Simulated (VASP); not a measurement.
## SiC: single point with HSE06

Crystal: SiC.

```
CELL_PARAMETERS angstrom
3.08000 0.00000 0.00000
-1.54000 2.66736 0.00000
0.00000 0.00000 5.04000
ATOMIC_POSITIONS crystal
Si 0.00000 0.00000 0.00000
Si 0.33333 0.66667 0.50000
C 0.00000 0.00000 0.37500
C 0.33333 0.66667 0.87500
```

The cell was built by a generator and needn't be a form met in nature.

```
Program             : VASP 6.6.1
Task                : single point
Functional          : HSE06
Potentials or basis : VASP PAW PBE potentials, release 64 (Si, C)
Cutoff              : 450 eV
k mesh              : 6 × 6 × 3
Occupations         : fermi-dirac, width 0.05 eV
Spin                : no spin polarisation
```

```json
{"Largest force": "0.124 eV/Å", "Band gap on the k mesh": "3.16 eV, indirect (least direct gap 5.04 eV)"}
```

Forces on the atoms (eV/Å):
```
Si   0.000  0.000 -0.124
Si   0.000  0.000 -0.124
C    0.000  0.000  0.124
C    0.000  0.000  0.124
```

Levels at points of the mesh, in eV from the valence-band top:
```
           k point  band 6  band 7  band 8  band 9  band 10  band 11
(0.00, 0.00, 0.00)   -0.15    0.00    0.00    5.92     7.53     7.86
(0.50, 0.00, 0.00)   -3.68   -3.55   -1.32    3.72     5.27     8.11
```

Run time: 73 s on 8 MPI ranks on Intel(R) Xeon(R) Platinum 8559C (Emerald Rapids), on a shared host, peak memory 0.23 GiB a rank.

Caveat: the PAW data sets were made with another functional, which shifts forces and pressure a little; an odd mesh through Γ misses points on the zone boundary, where band edges often lie.
